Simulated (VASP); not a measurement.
# InP (F-43m) in VASP: further runs

One crystal, InP, is run at these levels: r2SCAN, PBE; tasks: band structure.

All numbers are computed with VASP 6.6.1; they aren't measurements. Logs are shortened: lines on timing, memory, paths and dates and some standing lists are left out, and cuts for length are marked.

**Experimental background.**

A printed reference work, data compilation reports, for a bulk crystal of InP at 1.6 K: band gap 1.4236 eV (direct).

The results are compared with them further down.

## (1) The structure

It takes space group F-43m (No. 216, cubic). Conventional cell: a = 5.905 Å, b = 5.905 Å, c = 5.905 Å, α = 90.00°, β = 90.00°, γ = 90.00°. In (site symmetry -43m) is surrounded by 4 P at 2.56 Å. Around P (site symmetry -43m) lie 4 In at 2.56 Å.

The cell is a database's computed one.

## (2) Band structure, r2SCAN

Contents of INCAR:

```
SYSTEM = InP
PREC = Accurate ; ENCUT = 450
EDIFF = 1E-6 ; ISMEAR = 0
SIGMA = 0.02 ; LREAL = .False.
LASPH = .True. ; NELM = 120
ALGO = Normal ; ISIF = 2
LWAVE = .False. ; LCHARG = .False.
METAGGA = R2SCAN ; LMIXTAU = .True.
KPAR = 2
```

Contents of KPOINTS:

```
regular mesh
0
Gamma
  10 10 10
  0 0 0
```

Contents of POSCAR:

```
InP                                     
1.0
   -0.0000000000      2.9522776886      2.9522776886
    2.9522776886      0.0000000000      2.9522776886
    2.9522776886      2.9522776886      0.0000000000
  In              P             
     1     1
Direct
     0.0000000000000000    0.0000000000000000    0.0000000000000000
     0.7500000000000000    0.7500000000000000    0.7500000000000000
```

Contents of KPOINTS_OPT:

```
path GXWKGLUWLK,UX
15
line-mode
reciprocal
 0.0000000000  0.0000000000  0.0000000000  G
 0.5000000000  0.0000000000  0.5000000000  X

 0.5000000000  0.0000000000  0.5000000000  X
 0.5000000000  0.2500000000  0.7500000000  W

 0.5000000000  0.2500000000  0.7500000000  W
 0.3750000000  0.3750000000  0.7500000000  K

 0.3750000000  0.3750000000  0.7500000000  K
 0.0000000000  0.0000000000  0.0000000000  G

 0.0000000000  0.0000000000  0.0000000000  G
 0.5000000000  0.5000000000  0.5000000000  L

 0.5000000000  0.5000000000  0.5000000000  L
 0.6250000000  0.2500000000  0.6250000000  U

 0.6250000000  0.2500000000  0.6250000000  U
 0.5000000000  0.2500000000  0.7500000000  W

 0.5000000000  0.2500000000  0.7500000000  W
 0.5000000000  0.5000000000  0.5000000000  L

 0.5000000000  0.5000000000  0.5000000000  L
 0.3750000000  0.3750000000  0.7500000000  K

 0.6250000000  0.2500000000  0.6250000000  U
 0.5000000000  0.0000000000  0.5000000000  X
```

Potentials or basis: VASP PAW PBE potentials, release 64 (In_d, P).

On the command line:

```
$ cat potpaw_PBE.64/In_d/POTCAR potpaw_PBE.64/P/POTCAR > POTCAR
$ mpirun -np 2 vasp_std > vasp.out
```

OUTCAR:

```text
SYSTEM = InP
   PREC = Accurate
   ENCUT = 450
   EDIFF = 1E-6
   ISMEAR = 0
   LREAL = .False.
   LASPH = .True.
   NELM = 120
   ISIF = 2
   METAGGA = R2SCAN

 ion  position               nearest neighbor table
   1  0.000  0.000  0.000-   2 2.56   2 2.56   2 2.56   2 2.56
   2  0.750  0.750  0.750-   1 2.56   1 2.56   1 2.56   1 2.56

  LATTYP: Found a face centered cubic cell.
 ALAT       =     5.9045553772

  Lattice vectors:

 A1 = (   0.0000000000,   2.9522776886,   2.9522776886)
 A2 = (   2.9522776886,   0.0000000000,   2.9522776886)
 A3 = (   2.9522776886,   2.9522776886,   0.0000000000)

Analysis of symmetry for initial positions (statically):
=====================================================================
 Subroutine PRICEL returns:
 Original cell was already a primitive cell.

 Routine SETGRP: Setting up the symmetry group for a
 face centered cubic supercell.

 Subroutine GETGRP returns: Found 24 space group operations
 (whereof 24 operations were pure point group operations)
 out of a pool of 48 trial point group operations.

The static configuration has the point symmetry T_d .

Analysis of symmetry for dynamics (positions and initial velocities):
=====================================================================
 Subroutine PRICEL returns:
 Original cell was already a primitive cell.

 Routine SETGRP: Setting up the symmetry group for a
 face centered cubic supercell.

 Subroutine GETGRP returns: Found 24 space group operations
 (whereof 24 operations were pure point group operations)
 out of a pool of 48 trial point group operations.

The dynamic configuration has the point symmetry T_d .

 Subroutine INISYM returns: Found 24 space group operations
 (whereof 24 operations are pure point group operations),
 and found     1 'primitive' translations

----------------------------------------------------------------------------------------

                                     Primitive cell

  volume of cell :      51.4638

  direct lattice vectors                    reciprocal lattice vectors
     0.000000000  2.952277689  2.952277689    -0.169360762  0.169360762  0.169360762
     2.952277689  0.000000000  2.952277689     0.169360762 -0.169360762  0.169360762
     2.952277689  2.952277689  0.000000000     0.169360762  0.169360762 -0.169360762

  length of vectors
     4.175151147  4.175151147  4.175151147     0.293341445  0.293341445  0.293341445

  position of ions in fractional coordinates (direct lattice)
     0.000000000  0.000000000  0.000000000
     0.750000000  0.750000000  0.750000000

  ion indices of the primitive-cell ions
   primitive index   ion index
                 1           1
                 2           2

----------------------------------------------------------------------------------------
[... 88 lines left out ...]
   IMIX   =      4    mixing-type and parameters
     AMIX     =   0.40;   BMIX     =  1.00
     AMIX_MAG =   1.60;   BMIX_MAG =  1.00
  volume/ion in A,a.u.               =      25.73       173.65
  Fermi-wavevector in a.u.,A,eV,Ry     =   1.153449  2.179703 18.101803  1.330445
  Thomas-Fermi vector in A             =   2.290093
   LORBIT       =      0    0 simple, 1 ext, 2 COOP (PROOUT), +10 PAW based schemes
   METAGGA = R2SCAN    functional components
   LHFCALC =     F    Hartree Fock is set to
   AEXX    =    0.0000 exact exchange contribution
   IVDW    =     0    specifies the selected vdW correction
   LEPSILON=     F    determine dielectric tensor
   LRPA    =     F    only Hartree local field effects (RPA)
 non-spin polarized calculation
 Gauss-broadening in eV      SIGMA  =   0.02
  energy-cutoff  :      450.00
  volume of cell :       51.46
 maximum number of plane-waves:      1139
 NGX is ok and might be reduce to    30
   NGX = 15   NGY = 15   NGZ = 15

 number of electron      17.9999997 magnetization

 Free energy of the ion-electron system (eV)
  ---------------------------------------------------
  ext. energy  EPLUGINS =         0.00000000
  ---------------------------------------------------
  free energy    TOTEN  =       -32.29805230 eV

  energy without entropy =      -32.29805230  energy(sigma->0) =      -32.29805230

 E-fermi :   4.9239     XC(G=0):  -9.7783

 val. band max:        4.7691966802   @ k =   0.0000   0.0000   0.0000
 cond. band min:       5.8087441744   @ k =   0.0000   0.0000   0.0000
 fundamental gap:      1.0395474942
 Fermi energy:         4.9238637002

 k-point     1 :       0.0000    0.0000    0.0000
  band No.  band energies     occupation
      1      -9.8443      2.00000
      2      -9.8443      2.00000
      3      -9.8443      2.00000
      4      -9.6769      2.00000
      5      -9.6769      2.00000
      6      -7.0766      2.00000
      7       4.7692      2.00000
      8       4.7692      2.00000
      9       4.7692      2.00000
     10       5.8087      0.00000
     11       9.2098      0.00000
     12       9.2098      0.00000
     13       9.2098      0.00000
[... 354 lines left out ...]
  band No.  band energies     occupation
      1      -9.9986      2.00000
      2      -9.7669      2.00000
      3      -9.7640      2.00000
      4      -9.7107      2.00000
      5      -9.6506      2.00000
      6      -5.3888      2.00000
      7       0.0082      2.00000
      8       2.5804      2.00000
      9       2.8399      2.00000
     10       7.3146      0.00000
     11       8.1105      0.00000
     12      12.0605      0.00000
     13      12.7286      0.00000

 [... further k-points ...]

------------------------ aborting loop because EDIFF is reached ----------------------------------------

  FORCE on cell =-STRESS in cart. coord.  units (eV):
  Direction    XX          YY          ZZ          XY          YZ          ZX
  --------------------------------------------------------------------------------------
  -------------------------------------------------------------------------------------
  Total        0.0072112      0.0072112      0.0072112      0.0000000      0.0000000      0.0000000
  in kB        0.2245013      0.2245013      0.2245013      0.0000000      0.0000000      0.0000000
  external PRESSURE =       0.2245013 kB  Pullay stress =       0.0000000 kB

 VOLUME and BASIS-vectors are now :
 -----------------------------------------------------------------------------
  energy-cutoff  :      450.00
  volume of cell :       51.46
      direct lattice vectors                 reciprocal lattice vectors
     0.000000000  2.952277689  2.952277689    -0.169360762  0.169360762  0.169360762
     2.952277689  0.000000000  2.952277689     0.169360762 -0.169360762  0.169360762
     2.952277689  2.952277689  0.000000000     0.169360762  0.169360762 -0.169360762

 POSITION                                       TOTAL-FORCE (eV/Angst)
 -----------------------------------------------------------------------------------
      0.00000      0.00000      0.00000        -0.000000     -0.000000     -0.000000
      4.42842      4.42842      4.42842         0.000000      0.000000      0.000000
 -----------------------------------------------------------------------------------
    total drift:                                0.000002      0.000002      0.000002

  FREE ENERGIE OF THE ION-ELECTRON SYSTEM (eV)
  ---------------------------------------------------
  free  energy   TOTEN  =       -32.2980522999 eV

  energy  without entropy=      -32.2980522999  energy(sigma->0) =      -32.29805230
```

Run time: 1.7 min. Hardware: 2 MPI ranks of Intel Xeon Platinum 8488C (Sapphire Rapids), shared host; peak memory 0.18 GiB.

Results:

- Free energy: -32.2981 eV
- Pressure: 0.0 GPa
- Band gap on the k mesh: 1.04 eV, direct
- Band gap along the path: 1.04 eV, direct

Levels at the corners of the path, in eV from the valence-band top:
```csv
point,band 6,band 7,band 8,band 9,band 10,band 11,band 12,band 13
Γ,-11.85,0.00,0.00,0.00,1.04,4.44,4.44,4.44
X,-9.46,-5.78,-2.33,-2.33,2.04,2.55,9.74,10.16
X,-9.46,-5.78,-2.33,-2.33,2.04,2.55,9.74,10.16
W,-9.39,-5.62,-2.96,-2.90,4.58,4.71,5.99,6.59
W,-9.39,-5.62,-2.96,-2.90,4.58,4.71,5.99,6.59
K,-9.48,-5.63,-3.31,-1.95,2.65,4.71,7.96,7.97
K,-9.48,-5.63,-3.31,-1.95,2.65,4.71,7.96,7.97
Γ,-11.85,0.00,0.00,0.00,1.04,4.44,4.44,4.44
Γ,-11.85,0.00,0.00,0.00,1.04,4.44,4.44,4.44
L,-10.11,-5.76,-0.98,-0.98,1.81,5.16,5.16,7.50
L,-10.11,-5.76,-0.98,-0.98,1.81,5.16,5.16,7.50
U,-9.48,-5.63,-3.31,-1.95,2.65,4.71,7.96,7.97
U,-9.48,-5.63,-3.31,-1.95,2.65,4.71,7.96,7.97
W,-9.39,-5.62,-2.96,-2.90,4.58,4.71,5.99,6.59
W,-9.39,-5.62,-2.96,-2.90,4.58,4.71,5.99,6.59
L,-10.11,-5.76,-0.98,-0.98,1.81,5.16,5.16,7.50
L,-10.11,-5.76,-0.98,-0.98,1.81,5.16,5.16,7.50
K,-9.48,-5.63,-3.31,-1.95,2.65,4.71,7.96,7.97
U,-9.48,-5.63,-3.31,-1.95,2.65,4.71,7.96,7.97
X,-9.46,-5.78,-2.33,-2.33,2.04,2.55,9.74,10.16
```

Caveat: the PAW data sets were made with another functional, which shifts forces and pressure a little; spin-orbit coupling is left out, which moves the levels of the heavy elements.

[end of part 1 of 2]
